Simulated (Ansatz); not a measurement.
# Cu in Ansatz: the effect of functional

The system is Cu.

```xyz
2
Lattice="1.2265 -4.0027 0.0000 1.2265 4.0027 0.0000 0.0000 0.0000 2.4919" Properties=species:S:1:pos:R:3 pbc="T T T"
Cu    1.2265   -2.9311    1.8689
Cu    1.2265    2.9311    0.6230
```

This isn't the form of Cu at room conditions, which is fcc.

The cell isn't the ideal one: volume scaled by 1.02.

Alike in all runs:

| Quantity | Value |
| --- | --- |
| Program | Ansatz 0.2.0 |
| Task | single point |
| Potentials or basis | Ansatz PAW |
| k mesh | 11 × 11 × 11 |
| Occupations | fermi-dirac, width 0.05 eV |
| Spin | no spin polarisation |

```tsv
functional	cutoff	pressure (GPa)	largest force (eV/Å)
LDA	420 eV (not typed: the program's choice for these potentials)	-10.1	0.07
PBEsol	420 eV (not typed: the program's choice for these potentials)	?	?
r2SCAN	500 eV (not typed: the program's choice for these potentials)	-2.6	0.02
```

Q: What does the run with functional PBEsol give?

A: Pressure -4.3 GPa; largest force 0.03 eV/Å.

Caveats: the PAW data sets come from PBE, with cores solved anew for the run's functional, which leaves a small shift of forces and pressure.

Runs at the PBE level aren't shown here.
